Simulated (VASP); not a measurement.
**GaSb: single point with r2SCAN**

**What was measured.**

A printed reference work, data compilation reports, for a bulk crystal of GaSb at 4.2 K: band gap 0.811 eV (direct).

GaSb:

```
CELL_PARAMETERS angstrom
0.00000 3.06588 3.06588
3.06588 0.00000 3.06588
3.06588 3.06588 0.00000
ATOMIC_POSITIONS crystal
Ga 0.00000 0.00000 0.00000
Sb 0.25000 0.25000 0.25000
```

```yaml
Program: VASP 6.6.1
Task: single point
Functional: r2SCAN
Potentials_or_basis: VASP PAW PBE potentials, release 64 (Ga_d, Sb)
Cutoff: 520 eV
k_mesh: 6 × 6 × 6
Occupations: fermi-dirac, width 0.02 eV
Spin: no spin polarisation
```

* Pressure: 0.1 GPa
* Band gap on the k mesh: 0.40 eV

Levels at points of the mesh, in eV from the valence-band top:
| k point | band 7 | band 8 | band 9 | band 10 | band 11 | band 12 |
| --- | --- | --- | --- | --- | --- | --- |
| (0.00, 0.00, 0.00) | 0.00 | 0.00 | 0.00 | 0.40 | 2.98 | 2.98 |
| (0.50, 0.00, 0.00) | -6.55 | -1.20 | -1.20 | 0.67 | 4.01 | 4.01 |
| (0.50, 0.50, 0.00) | -7.02 | -2.67 | -2.67 | 1.12 | 1.49 | 9.22 |

It took 82 s on 1 thread of Intel Xeon 8259CL, with other jobs on the host, peak memory 0.19 GiB.

Measured gap of GaSb: 0.811 eV (direct; 4.2 K; a printed reference work, data compilation). This calculation gives 0.40 eV (-0.41 eV). Spin-orbit coupling on Ga, Sb is left out. The value is that of r2SCAN on a finite k mesh, which can miss the band edges, without temperature or zero-point motion.

Caveat: the PAW data sets were made with another functional, which shifts forces and pressure a little; spin-orbit coupling is left out, which moves the levels of the heavy elements.
